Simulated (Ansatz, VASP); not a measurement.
## One calculation of SrO, two programs

Contents of INCAR:

```
ALGO = Normal ; EDIFF = 1E-7
ENCUT = 520 ; ISIF = 2
ISMEAR = -1 ; LASPH = True
LCHARG = True ; LELF = True
LREAL = False ; LVHAR = True
LWAVE = False ; NBANDS = 24
NELM = 80 ; PREC = Accurate
SIGMA = 0.05
```

File KPOINTS:

```
k-points
0
Gamma
  9 9 5
```

The input POSCAR:

```
SrO
1.0
    3.6229780985      0.0000000000      0.0000000000
   -1.8114890493      3.1375910707      0.0000000000
    0.0000000000      0.0000000000      6.3392428589
Sr O
2 2
Direct
    0.6666666667      0.3333333333      0.7500000000
    0.3333333333      0.6666666667      0.2500000000
    0.0000000000      0.0000000000      0.5000000000
    0.0000000000      0.0000000000      0.0000000000
```

input.yaml

```yaml
crystal:
  lattice:
    - [3.6229780985, 0.0, 0.0]
    - [-1.8114890493, 3.1375910707, 0.0]
    - [0.0, 0.0, 6.3392428589]
  atoms:
    - { symbol: Sr, position: [0.6666666667, 0.3333333333, 0.75] }
    - { symbol: Sr, position: [0.3333333333, 0.6666666667, 0.25] }
    - { symbol: O, position: [0.0, 0.0, 0.5] }
    - { symbol: O, position: [0.0, 0.0, 0.0] }
kpoints:
  mp_grid: { grid: [9, 9, 5] }
scf:
  occupations: { method: fermi_dirac, width: 0.05 }
hamiltonian:
  xc: lda
  pseudopotentials: { kind: all_electron, lapw: { basis_error: 0.002 } }
output:
  forces: true
  stress: true
  eigenvalues: true
```

Change from the starting cell: volume scaled by 1.06.

Alike in both runs: task single point; functional LDA; k mesh 9 × 9 × 5; occupations fermi-dirac, width 0.05 eV; no spin polarisation.

|  | VASP | Ansatz |
| --- | --- | --- |
| version | VASP 6.6.1 | Ansatz 0.2.0 |
| potentials or method | VASP PAW LDA potentials, release 64 (Sr_sv, O) | all-electron LAPW, scalar-relativistic |
| plane-wave cutoff (eV) | 520 | see its input |

```csv
,VASP,Ansatz,Ansatz less VASP
gap on the k mesh at the Fermi level (eV),2.56,2.56,-0.007
least direct gap on the mesh (eV),2.56,2.56,-0.007
pressure (GPa),-8.9,-9.4,-0.50
largest component of the traceless stress (GPa),1.07,1.07,+0.005
```

Ansatz ran all-electron here, so the differences hold the error of VASP's frozen core and of both bases.

Caveats: an odd mesh through Γ misses points on the zone boundary, where band edges often lie.
